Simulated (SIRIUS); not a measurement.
# Au (Fm-3m) in SIRIUS: a series of runs, part 2 of 3

SIRIUS 7.12.0.

### Step 4. Equation of state, PBEsol, 16.52 Å³/atom (volume scaled by 0.98)

sirius.json reads:

```json
{
  "control": {
    "processing_unit": "cpu",
    "std_evp_solver_name": "lapack",
    "gen_evp_solver_name": "lapack",
    "verbosity": 2,
    "print_forces": false,
    "ortho_rf": true,
    "use_second_variation": true,
    "rmt_max": 3.0,
    "num_bands_to_print": 24,
    "save_wf": true
  },
  "parameters": {
    "electronic_structure_method": "full_potential_lapwlo",
    "xc_functionals": ["XC_GGA_X_PBE_SOL", "XC_GGA_C_PBE_SOL"],
    "core_relativity": "dirac",
    "valence_relativity": "iora",
    "num_fv_states": 25,
    "smearing": "fermi_dirac",
    "smearing_width": 0.0018374661,
    "pw_cutoff": 20,
    "gk_cutoff": 3.51,
    "lmax_apw": 11,
    "lmax_rho": 8,
    "lmax_pot": 8,
    "num_mag_dims": 0,
    "auto_rmt": 0,
    "ngridk": [11, 11, 11],
    "shiftk": [0, 0, 0],
    "num_dft_iter": 80,
    "energy_tol": 1e-07,
    "density_tol": 1e-05,
    "use_symmetry": true
  },
  "settings": {"tol_ne": 1e-10},
  "iterative_solver": {"type": "exact"},
  "mixer": {"type": "anderson", "beta": 0.5, "max_history": 8},
  "unit_cell": {
    "lattice_vectors": [[0.0, 3.8197825393, 3.8197825393], [3.8197825393, 0.0, 3.8197825393], [3.8197825393, 3.8197825393, 0.0]],
    "atom_types": ["Au"],
    "atom_files": {"Au": "Au.json"},
    "atoms": {"Au": [[0.0, 0.0, 0.0]]}
  }
}
```

Au.json reads:

```json
{
  "name": "gold",
  "symbol": "Au",
  "number": 79,
  "mass": 196.966569,
  "rmin": 1e-06,
  "rmt": 2.62,
  "nrmt": 800,
  "rinf": 13.44,
  "core": "1s2s2p3s3p3d4s4p4d",
  "valence": [
    {"basis": [{"enu": 0.15, "dme": 0, "n": 0, "auto": 0}, {"enu": 0.15, "dme": 1, "n": 0, "auto": 0}]},
    {"l": 0, "n": 1, "basis": [{"enu": 0.25, "dme": 0, "n": 0, "auto": 0}]},
    {"l": 1, "n": 2, "basis": [{"enu": 0.25, "dme": 0, "n": 0, "auto": 0}]},
    {"l": 2, "n": 3, "basis": [{"enu": 0.25, "dme": 0, "n": 0, "auto": 0}]},
    {"l": 3, "n": 4, "basis": [{"enu": 0.25, "dme": 0, "n": 0, "auto": 0}]},
    {"l": 4, "n": 5, "basis": [{"enu": 0.25, "dme": 0, "n": 0, "auto": 0}]}
  ],
  "lo": [
    {"l": 0, "basis": [{"enu": 0.25, "dme": 0, "n": 0, "auto": 0}, {"enu": 0.25, "dme": 1, "n": 0, "auto": 0}]},
    {
      "l": 0,
      "basis": [{"enu": -3.5044, "dme": 0, "n": 5, "auto": 1}, {"enu": -3.5044, "dme": 1, "n": 5, "auto": 1}]
    },
    {
      "l": 0,
      "basis": [{"enu": -3.5044, "dme": 1, "n": 5, "auto": 1}, {"enu": 0.25, "dme": 0, "n": 0, "auto": 0}]
    },
    {"l": 0, "basis": [{"enu": 0.25, "dme": 0, "n": 0, "auto": 0}, {"enu": 2.5809, "dme": 0, "n": 0, "auto": 0}]},
    {"l": 1, "basis": [{"enu": 0.25, "dme": 0, "n": 0, "auto": 0}, {"enu": 0.25, "dme": 1, "n": 0, "auto": 0}]},
    {
      "l": 1,
      "basis": [{"enu": -1.7279, "dme": 0, "n": 5, "auto": 1}, {"enu": -1.7279, "dme": 1, "n": 5, "auto": 1}]
    },
    {
      "l": 1,
      "basis": [{"enu": -1.7279, "dme": 1, "n": 5, "auto": 1}, {"enu": 0.25, "dme": 0, "n": 0, "auto": 0}]
    },
    {"l": 1, "basis": [{"enu": 0.25, "dme": 0, "n": 0, "auto": 0}, {"enu": 2.9305, "dme": 0, "n": 0, "auto": 0}]},
    {"l": 2, "basis": [{"enu": 0.25, "dme": 0, "n": 0, "auto": 0}, {"enu": 0.25, "dme": 1, "n": 0, "auto": 0}]},
    {"l": 2, "basis": [{"enu": 0.25, "dme": 1, "n": 0, "auto": 0}, {"enu": 0.25, "dme": 2, "n": 0, "auto": 0}]},
    {"l": 2, "basis": [{"enu": 0.25, "dme": 0, "n": 0, "auto": 0}, {"enu": 2.5226, "dme": 0, "n": 0, "auto": 0}]},
    {"l": 3, "basis": [{"enu": 0.25, "dme": 0, "n": 0, "auto": 0}, {"enu": 0.25, "dme": 1, "n": 0, "auto": 0}]},
    {
      "l": 3,
      "basis": [{"enu": -2.5391, "dme": 0, "n": 4, "auto": 1}, {"enu": -2.5391, "dme": 1, "n": 4, "auto": 1}]
    },
    {
      "l": 3,
      "basis": [{"enu": -2.5391, "dme": 1, "n": 4, "auto": 1}, {"enu": 0.25, "dme": 0, "n": 0, "auto": 0}]
    },
    {"l": 3, "basis": [{"enu": 0.25, "dme": 0, "n": 0, "auto": 0}, {"enu": 3.6298, "dme": 0, "n": 0, "auto": 0}]},
    {"l": 4, "basis": [{"enu": 0.25, "dme": 0, "n": 0, "auto": 0}, {"enu": 0.25, "dme": 1, "n": 0, "auto": 0}]},
    {"l": 4, "basis": [{"enu": 0.25, "dme": 0, "n": 0, "auto": 0}, {"enu": 3.047, "dme": 0, "n": 0, "auto": 0}]}
  ],
  "free_atom": [... radial grid and density of the free atom, the start of the SCF ...]
}
```

sirius_start.json reads:

```json
{
  "control": {
    "processing_unit": "cpu",
    "std_evp_solver_name": "lapack",
    "gen_evp_solver_name": "lapack",
    "verbosity": 1,
    "print_forces": false,
    "ortho_rf": true,
    "use_second_variation": true,
    "rmt_max": 3.0,
    "num_bands_to_print": 24,
    "save_wf": false
  },
  "parameters": {
    "electronic_structure_method": "full_potential_lapwlo",
    "xc_functionals": ["XC_LDA_X", "XC_LDA_C_PW"],
    "core_relativity": "dirac",
    "valence_relativity": "iora",
    "num_fv_states": 25,
    "smearing": "fermi_dirac",
    "smearing_width": 0.0055123983,
    "pw_cutoff": 20,
    "gk_cutoff": 2.81,
    "lmax_apw": 11,
    "lmax_rho": 8,
    "lmax_pot": 8,
    "num_mag_dims": 0,
    "auto_rmt": 0,
    "ngridk": [4, 4, 4],
    "shiftk": [0, 0, 0],
    "num_dft_iter": 30,
    "energy_tol": 0.01,
    "density_tol": 0.05,
    "use_symmetry": true
  },
  "settings": {"tol_ne": 1e-10},
  "iterative_solver": {"type": "exact"},
  "mixer": {"type": "anderson", "beta": 0.5, "max_history": 8},
  "unit_cell": {
    "lattice_vectors": [[0.0, 3.8197825393, 3.8197825393], [3.8197825393, 0.0, 3.8197825393], [3.8197825393, 3.8197825393, 0.0]],
    "atom_types": ["Au"],
    "atom_files": {"Au": "Au.json"},
    "atoms": {"Au": [[0.0, 0.0, 0.0]]}
  }
}
```

The run is started by

```bash
$ OMP_NUM_THREADS=1 sirius.scf --input=sirius_start.json --output=start.json
$ OMP_NUM_THREADS=1 sirius.scf --input=sirius.json --output=output.json --task=1
```

It took 57 s on 1 thread of Arm Neoverse N1, shared host; peak memory 0.34 GiB.

The run converged. Its results:

| Quantity | Value |
| --- | --- |
| Free energy | -518177.1413 eV |
| Band gap on the k mesh | none (metal or under the smearing width) |
| All electrons inside the program's atomic spheres | Au 77.87 (radii Au 2.62 bohr) |

### Step 5. Equation of state, PBEsol, 16.85 Å³/atom

Edit sirius.json of step 4 so:

```diff
@@ -39,3 +39,3 @@
   "unit_cell": {
-    "lattice_vectors": [[0.0, 3.8197825393, 3.8197825393], [3.8197825393, 0.0, 3.8197825393], [3.8197825393, 3.8197825393, 0.0]],
+    "lattice_vectors": [[0.0, 3.8455926636, 3.8455926636], [3.8455926636, 0.0, 3.8455926636], [3.8455926636, 3.8455926636, 0.0]],
     "atom_types": ["Au"],
```

Au.json reads:

```json
{
  "name": "gold",
  "symbol": "Au",
  "number": 79,
  "mass": 196.966569,
  "rmin": 1e-06,
  "rmt": 2.62,
  "nrmt": 800,
  "rinf": 13.44,
  "core": "1s2s2p3s3p3d4s4p4d",
  "valence": [
    {"basis": [{"enu": 0.13, "dme": 0, "n": 0, "auto": 0}, {"enu": 0.13, "dme": 1, "n": 0, "auto": 0}]},
    {"l": 0, "n": 1, "basis": [{"enu": 0.23, "dme": 0, "n": 0, "auto": 0}]},
    {"l": 1, "n": 2, "basis": [{"enu": 0.23, "dme": 0, "n": 0, "auto": 0}]},
    {"l": 2, "n": 3, "basis": [{"enu": 0.23, "dme": 0, "n": 0, "auto": 0}]},
    {"l": 3, "n": 4, "basis": [{"enu": 0.23, "dme": 0, "n": 0, "auto": 0}]},
    {"l": 4, "n": 5, "basis": [{"enu": 0.23, "dme": 0, "n": 0, "auto": 0}]}
  ],
  "lo": [
    {"l": 0, "basis": [{"enu": 0.23, "dme": 0, "n": 0, "auto": 0}, {"enu": 0.23, "dme": 1, "n": 0, "auto": 0}]},
    {
      "l": 0,
      "basis": [{"enu": -3.5244, "dme": 0, "n": 5, "auto": 1}, {"enu": -3.5244, "dme": 1, "n": 5, "auto": 1}]
    },
    {
      "l": 0,
      "basis": [{"enu": -3.5244, "dme": 1, "n": 5, "auto": 1}, {"enu": 0.23, "dme": 0, "n": 0, "auto": 0}]
    },
    {"l": 0, "basis": [{"enu": 0.23, "dme": 0, "n": 0, "auto": 0}, {"enu": 2.5609, "dme": 0, "n": 0, "auto": 0}]},
    {"l": 1, "basis": [{"enu": 0.23, "dme": 0, "n": 0, "auto": 0}, {"enu": 0.23, "dme": 1, "n": 0, "auto": 0}]},
    {
      "l": 1,
      "basis": [{"enu": -1.7479, "dme": 0, "n": 5, "auto": 1}, {"enu": -1.7479, "dme": 1, "n": 5, "auto": 1}]
    },
    {
      "l": 1,
      "basis": [{"enu": -1.7479, "dme": 1, "n": 5, "auto": 1}, {"enu": 0.23, "dme": 0, "n": 0, "auto": 0}]
    },
    {"l": 1, "basis": [{"enu": 0.23, "dme": 0, "n": 0, "auto": 0}, {"enu": 2.9105, "dme": 0, "n": 0, "auto": 0}]},
    {"l": 2, "basis": [{"enu": 0.23, "dme": 0, "n": 0, "auto": 0}, {"enu": 0.23, "dme": 1, "n": 0, "auto": 0}]},
    {"l": 2, "basis": [{"enu": 0.23, "dme": 1, "n": 0, "auto": 0}, {"enu": 0.23, "dme": 2, "n": 0, "auto": 0}]},
    {"l": 2, "basis": [{"enu": 0.23, "dme": 0, "n": 0, "auto": 0}, {"enu": 2.5026, "dme": 0, "n": 0, "auto": 0}]},
    {"l": 3, "basis": [{"enu": 0.23, "dme": 0, "n": 0, "auto": 0}, {"enu": 0.23, "dme": 1, "n": 0, "auto": 0}]},
    {
      "l": 3,
      "basis": [{"enu": -2.5591, "dme": 0, "n": 4, "auto": 1}, {"enu": -2.5591, "dme": 1, "n": 4, "auto": 1}]
    },
    {
      "l": 3,
      "basis": [{"enu": -2.5591, "dme": 1, "n": 4, "auto": 1}, {"enu": 0.23, "dme": 0, "n": 0, "auto": 0}]
    },
    {"l": 3, "basis": [{"enu": 0.23, "dme": 0, "n": 0, "auto": 0}, {"enu": 3.6098, "dme": 0, "n": 0, "auto": 0}]},
    {"l": 4, "basis": [{"enu": 0.23, "dme": 0, "n": 0, "auto": 0}, {"enu": 0.23, "dme": 1, "n": 0, "auto": 0}]},
    {"l": 4, "basis": [{"enu": 0.23, "dme": 0, "n": 0, "auto": 0}, {"enu": 3.027, "dme": 0, "n": 0, "auto": 0}]}
  ],
  "free_atom": [... radial grid and density of the free atom, the start of the SCF ...]
}
```

Edit sirius_start.json of step 4 so:

```diff
@@ -39,3 +39,3 @@
   "unit_cell": {
-    "lattice_vectors": [[0.0, 3.8197825393, 3.8197825393], [3.8197825393, 0.0, 3.8197825393], [3.8197825393, 3.8197825393, 0.0]],
+    "lattice_vectors": [[0.0, 3.8455926636, 3.8455926636], [3.8455926636, 0.0, 3.8455926636], [3.8455926636, 3.8455926636, 0.0]],
     "atom_types": ["Au"],
```

The run is started by

```bash
$ OMP_NUM_THREADS=1 sirius.scf --input=sirius_start.json --output=start.json
$ OMP_NUM_THREADS=1 sirius.scf --input=sirius.json --output=output.json --task=1
```

Wall time 57 s (1 thread of Arm Neoverse N1, shared host); peak memory 0.34 GiB.

The run converged. Its results:

| Quantity | Value |
| --- | --- |
| Free energy | -518177.1488 eV |
| Band gap on the k mesh | none (metal or under the smearing width) |
| All electrons inside the program's atomic spheres | Au 77.84 (radii Au 2.62 bohr) |

### Step 6. Equation of state, PBEsol, 17.19 Å³/atom (volume scaled by 1.02)

Edit sirius.json of step 5 so:

```diff
@@ -39,3 +39,3 @@
   "unit_cell": {
-    "lattice_vectors": [[0.0, 3.8455926636, 3.8455926636], [3.8455926636, 0.0, 3.8455926636], [3.8455926636, 3.8455926636, 0.0]],
+    "lattice_vectors": [[0.0, 3.871060907, 3.871060907], [3.871060907, 0.0, 3.871060907], [3.871060907, 3.871060907, 0.0]],
     "atom_types": ["Au"],
```

Au.json reads:

```json
{
  "name": "gold",
  "symbol": "Au",
  "number": 79,
  "mass": 196.966569,
  "rmin": 1e-06,
  "rmt": 2.62,
  "nrmt": 800,
  "rinf": 13.44,
  "core": "1s2s2p3s3p3d4s4p4d",
  "valence": [
    {"basis": [{"enu": 0.12, "dme": 0, "n": 0, "auto": 0}, {"enu": 0.12, "dme": 1, "n": 0, "auto": 0}]},
    {"l": 0, "n": 1, "basis": [{"enu": 0.22, "dme": 0, "n": 0, "auto": 0}]},
    {"l": 1, "n": 2, "basis": [{"enu": 0.22, "dme": 0, "n": 0, "auto": 0}]},
    {"l": 2, "n": 3, "basis": [{"enu": 0.22, "dme": 0, "n": 0, "auto": 0}]},
    {"l": 3, "n": 4, "basis": [{"enu": 0.22, "dme": 0, "n": 0, "auto": 0}]},
    {"l": 4, "n": 5, "basis": [{"enu": 0.22, "dme": 0, "n": 0, "auto": 0}]}
  ],
  "lo": [
    {"l": 0, "basis": [{"enu": 0.22, "dme": 0, "n": 0, "auto": 0}, {"enu": 0.22, "dme": 1, "n": 0, "auto": 0}]},
    {
      "l": 0,
      "basis": [{"enu": -3.5344, "dme": 0, "n": 5, "auto": 1}, {"enu": -3.5344, "dme": 1, "n": 5, "auto": 1}]
    },
    {
      "l": 0,
      "basis": [{"enu": -3.5344, "dme": 1, "n": 5, "auto": 1}, {"enu": 0.22, "dme": 0, "n": 0, "auto": 0}]
    },
    {"l": 0, "basis": [{"enu": 0.22, "dme": 0, "n": 0, "auto": 0}, {"enu": 2.5509, "dme": 0, "n": 0, "auto": 0}]},
    {"l": 1, "basis": [{"enu": 0.22, "dme": 0, "n": 0, "auto": 0}, {"enu": 0.22, "dme": 1, "n": 0, "auto": 0}]},
    {
      "l": 1,
      "basis": [{"enu": -1.7579, "dme": 0, "n": 5, "auto": 1}, {"enu": -1.7579, "dme": 1, "n": 5, "auto": 1}]
    },
    {
      "l": 1,
      "basis": [{"enu": -1.7579, "dme": 1, "n": 5, "auto": 1}, {"enu": 0.22, "dme": 0, "n": 0, "auto": 0}]
    },
    {"l": 1, "basis": [{"enu": 0.22, "dme": 0, "n": 0, "auto": 0}, {"enu": 2.9005, "dme": 0, "n": 0, "auto": 0}]},
    {"l": 2, "basis": [{"enu": 0.22, "dme": 0, "n": 0, "auto": 0}, {"enu": 0.22, "dme": 1, "n": 0, "auto": 0}]},
    {"l": 2, "basis": [{"enu": 0.22, "dme": 1, "n": 0, "auto": 0}, {"enu": 0.22, "dme": 2, "n": 0, "auto": 0}]},
    {"l": 2, "basis": [{"enu": 0.22, "dme": 0, "n": 0, "auto": 0}, {"enu": 2.4926, "dme": 0, "n": 0, "auto": 0}]},
    {"l": 3, "basis": [{"enu": 0.22, "dme": 0, "n": 0, "auto": 0}, {"enu": 0.22, "dme": 1, "n": 0, "auto": 0}]},
    {
      "l": 3,
      "basis": [{"enu": -2.5691, "dme": 0, "n": 4, "auto": 1}, {"enu": -2.5691, "dme": 1, "n": 4, "auto": 1}]
    },
    {
      "l": 3,
      "basis": [{"enu": -2.5691, "dme": 1, "n": 4, "auto": 1}, {"enu": 0.22, "dme": 0, "n": 0, "auto": 0}]
    },
    {"l": 3, "basis": [{"enu": 0.22, "dme": 0, "n": 0, "auto": 0}, {"enu": 3.5998, "dme": 0, "n": 0, "auto": 0}]},
    {"l": 4, "basis": [{"enu": 0.22, "dme": 0, "n": 0, "auto": 0}, {"enu": 0.22, "dme": 1, "n": 0, "auto": 0}]},
    {"l": 4, "basis": [{"enu": 0.22, "dme": 0, "n": 0, "auto": 0}, {"enu": 3.017, "dme": 0, "n": 0, "auto": 0}]}
  ],
  "free_atom": [... radial grid and density of the free atom, the start of the SCF ...]
}
```

Edit sirius_start.json of step 5 so:

```diff
@@ -39,3 +39,3 @@
   "unit_cell": {
-    "lattice_vectors": [[0.0, 3.8455926636, 3.8455926636], [3.8455926636, 0.0, 3.8455926636], [3.8455926636, 3.8455926636, 0.0]],
+    "lattice_vectors": [[0.0, 3.871060907, 3.871060907], [3.871060907, 0.0, 3.871060907], [3.871060907, 3.871060907, 0.0]],
     "atom_types": ["Au"],
```

Potentials or basis: all-electron FP-LAPW, apw+lo standard.

The run is started by

```bash
$ OMP_NUM_THREADS=1 sirius.scf --input=sirius_start.json --output=start.json
$ OMP_NUM_THREADS=1 sirius.scf --input=sirius.json --output=output.json --task=1
```

Wall time 59 s (1 thread of Arm Neoverse N1, shared host); peak memory 0.34 GiB.

Results (log left out):

| Quantity | Value |
| --- | --- |
| Free energy | -518177.1483 eV |
| Band gap on the k mesh | none (metal or under the smearing width) |
| All electrons inside the program's atomic spheres | Au 77.80 (radii Au 2.62 bohr) |

### Step 7. Equation of state, PBEsol, 17.53 Å³/atom (volume scaled by 1.04)

Edit sirius.json of step 6 so:

```diff
@@ -39,3 +39,3 @@
   "unit_cell": {
-    "lattice_vectors": [[0.0, 3.871060907, 3.871060907], [3.871060907, 0.0, 3.871060907], [3.871060907, 3.871060907, 0.0]],
+    "lattice_vectors": [[0.0, 3.8961983705, 3.8961983705], [3.8961983705, 0.0, 3.8961983705], [3.8961983705, 3.8961983705, 0.0]],
     "atom_types": ["Au"],
```

Au.json reads:

```json
{
  "name": "gold",
  "symbol": "Au",
  "number": 79,
  "mass": 196.966569,
  "rmin": 1e-06,
  "rmt": 2.62,
  "nrmt": 800,
  "rinf": 13.44,
  "core": "1s2s2p3s3p3d4s4p4d",
  "valence": [
    {"basis": [{"enu": 0.11, "dme": 0, "n": 0, "auto": 0}, {"enu": 0.11, "dme": 1, "n": 0, "auto": 0}]},
    {"l": 0, "n": 1, "basis": [{"enu": 0.21, "dme": 0, "n": 0, "auto": 0}]},
    {"l": 1, "n": 2, "basis": [{"enu": 0.21, "dme": 0, "n": 0, "auto": 0}]},
    {"l": 2, "n": 3, "basis": [{"enu": 0.21, "dme": 0, "n": 0, "auto": 0}]},
    {"l": 3, "n": 4, "basis": [{"enu": 0.21, "dme": 0, "n": 0, "auto": 0}]},
    {"l": 4, "n": 5, "basis": [{"enu": 0.21, "dme": 0, "n": 0, "auto": 0}]}
  ],
  "lo": [
    {"l": 0, "basis": [{"enu": 0.21, "dme": 0, "n": 0, "auto": 0}, {"enu": 0.21, "dme": 1, "n": 0, "auto": 0}]},
    {
      "l": 0,
      "basis": [{"enu": -3.5444, "dme": 0, "n": 5, "auto": 1}, {"enu": -3.5444, "dme": 1, "n": 5, "auto": 1}]
    },
    {
      "l": 0,
      "basis": [{"enu": -3.5444, "dme": 1, "n": 5, "auto": 1}, {"enu": 0.21, "dme": 0, "n": 0, "auto": 0}]
    },
    {"l": 0, "basis": [{"enu": 0.21, "dme": 0, "n": 0, "auto": 0}, {"enu": 2.5409, "dme": 0, "n": 0, "auto": 0}]},
    {"l": 1, "basis": [{"enu": 0.21, "dme": 0, "n": 0, "auto": 0}, {"enu": 0.21, "dme": 1, "n": 0, "auto": 0}]},
    {
      "l": 1,
      "basis": [{"enu": -1.7679, "dme": 0, "n": 5, "auto": 1}, {"enu": -1.7679, "dme": 1, "n": 5, "auto": 1}]
    },
    {
      "l": 1,
      "basis": [{"enu": -1.7679, "dme": 1, "n": 5, "auto": 1}, {"enu": 0.21, "dme": 0, "n": 0, "auto": 0}]
    },
    {"l": 1, "basis": [{"enu": 0.21, "dme": 0, "n": 0, "auto": 0}, {"enu": 2.8905, "dme": 0, "n": 0, "auto": 0}]},
    {"l": 2, "basis": [{"enu": 0.21, "dme": 0, "n": 0, "auto": 0}, {"enu": 0.21, "dme": 1, "n": 0, "auto": 0}]},
    {"l": 2, "basis": [{"enu": 0.21, "dme": 1, "n": 0, "auto": 0}, {"enu": 0.21, "dme": 2, "n": 0, "auto": 0}]},
    {"l": 2, "basis": [{"enu": 0.21, "dme": 0, "n": 0, "auto": 0}, {"enu": 2.4826, "dme": 0, "n": 0, "auto": 0}]},
    {"l": 3, "basis": [{"enu": 0.21, "dme": 0, "n": 0, "auto": 0}, {"enu": 0.21, "dme": 1, "n": 0, "auto": 0}]},
    {
      "l": 3,
      "basis": [{"enu": -2.5791, "dme": 0, "n": 4, "auto": 1}, {"enu": -2.5791, "dme": 1, "n": 4, "auto": 1}]
    },
    {
      "l": 3,
      "basis": [{"enu": -2.5791, "dme": 1, "n": 4, "auto": 1}, {"enu": 0.21, "dme": 0, "n": 0, "auto": 0}]
    },
    {"l": 3, "basis": [{"enu": 0.21, "dme": 0, "n": 0, "auto": 0}, {"enu": 3.5898, "dme": 0, "n": 0, "auto": 0}]},
    {"l": 4, "basis": [{"enu": 0.21, "dme": 0, "n": 0, "auto": 0}, {"enu": 0.21, "dme": 1, "n": 0, "auto": 0}]},
    {"l": 4, "basis": [{"enu": 0.21, "dme": 0, "n": 0, "auto": 0}, {"enu": 3.007, "dme": 0, "n": 0, "auto": 0}]}
  ],
  "free_atom": [... radial grid and density of the free atom, the start of the SCF ...]
}
```

Edit sirius_start.json of step 6 so:

```diff
@@ -39,3 +39,3 @@
   "unit_cell": {
-    "lattice_vectors": [[0.0, 3.871060907, 3.871060907], [3.871060907, 0.0, 3.871060907], [3.871060907, 3.871060907, 0.0]],
+    "lattice_vectors": [[0.0, 3.8961983705, 3.8961983705], [3.8961983705, 0.0, 3.8961983705], [3.8961983705, 3.8961983705, 0.0]],
     "atom_types": ["Au"],
```

The run is started by

```bash
$ OMP_NUM_THREADS=1 sirius.scf --input=sirius_start.json --output=start.json
$ OMP_NUM_THREADS=1 sirius.scf --input=sirius.json --output=output.json --task=1
```

Wall time 68 s (1 thread of Arm Neoverse N1, shared host); peak memory 0.34 GiB.

Results (log left out):

```yaml
Free_energy: -518177.1412 eV
Band_gap_on_the_k_mesh: none (metal or under the smearing width)
All_electrons_inside_the_program's_atomic_spheres: Au 77.77 (radii Au 2.62 bohr)
```

(Part 2 of 3 ends here.)
